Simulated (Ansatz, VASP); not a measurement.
## Two plane-wave programs on Y

```xyz
2
Lattice="0.0000 2.8970 6.2468 1.8581 0.0000 6.2468 1.8581 2.8970 0.0000" Properties=species:S:1:pos:R:3 pbc="T T T"
Y     1.8581    2.8970   10.7711
Y     1.8581    2.8970    1.7225
```

Alike in both runs: functional PBE; k mesh 6 × 6 × 6; occupations gaussian, width 0.1 eV; no spin polarisation.

Ansatz relaxed the structure, and its values are those at the end. VASP's run is a single point on that final structure, the one shown.

```csv
,VASP,Ansatz
version,VASP 6.6.1,Ansatz 0.2.0
potentials or method,"VASP PAW PBE potentials, release 64 (Y_sv)","scalar-relativistic, plane waves, PAW"
plane-wave cutoff (eV),520,420
valence electrons in the cell,22,22
```

Ansatz gave:

```
gap on the k mesh at the Fermi level (eV) : none
pressure (GPa)                            : -0.2
rms of the force components (eV/Å)        : 0.012
```

Estimate VASP's values.

gap on the k mesh at the Fermi level (eV): none; pressure (GPa): -0.3; rms of the force components (eV/Å): 0.014.

A gap of «none» marks a metal or a gap that the smearing closes. The functional is the same, so the differences come from potentials, cutoffs and numerics.
